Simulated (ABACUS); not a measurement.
Input of an ABACUS 3.10.1 run:

File INPUT:

```
INPUT_PARAMETERS
suffix              BP
calculation         scf
basis_type          pw
pseudo_dir          ./
symmetry            1
dft_functional      scan
ecutwfc             88
pseudo_rcut         10
nspin               1
nbands              14
ks_solver           dav
smearing_method     fd
smearing_sigma      0.00367493
scf_thr             1e-08
scf_nmax            100
mixing_type         broyden
mixing_beta         0.7
cal_force           1
cal_stress          1
mixing_tau          1
out_chg             1
out_pot             2
out_elf             1
```

STRU

```
ATOMIC_SPECIES
P 30.9738 P_ONCV_PBE-1.2.upf
B 10.8100 B_ONCV_PBE-1.2.upf

LATTICE_CONSTANT
6.0638487579

LATTICE_VECTORS
0.0000000000 0.7071067812 0.7071067812
0.7071067812 0.0000000000 0.7071067812
0.7071067812 0.7071067812 0.0000000000

ATOMIC_POSITIONS
Cartesian

P
0.0
1
1.0606601718 1.0606601718 1.0606601718 1 1 1

B
0.0
1
0.0000000000 0.0000000000 0.0000000000 1 1 1
```

File KPT:

```
K_POINTS
0
Gamma
6 6 6 0 0 0
```

Potentials or basis: SG15 ONCV 1.2 PBE, plane waves.

Command:

```sh
$ OMP_NUM_THREADS=1 mpirun -np 4 abacus > log
```

Q: Estimate the band gap on the k mesh.

A: 1.68 eV, indirect (least direct gap 3.83 eV).

Q: Estimate the pressure.

A: -0.9 GPa.

Caveat: the potentials were made for another functional, which shifts forces and pressure. SCAN opens gaps a little over a GGA but as a rule still falls short of measured ones.
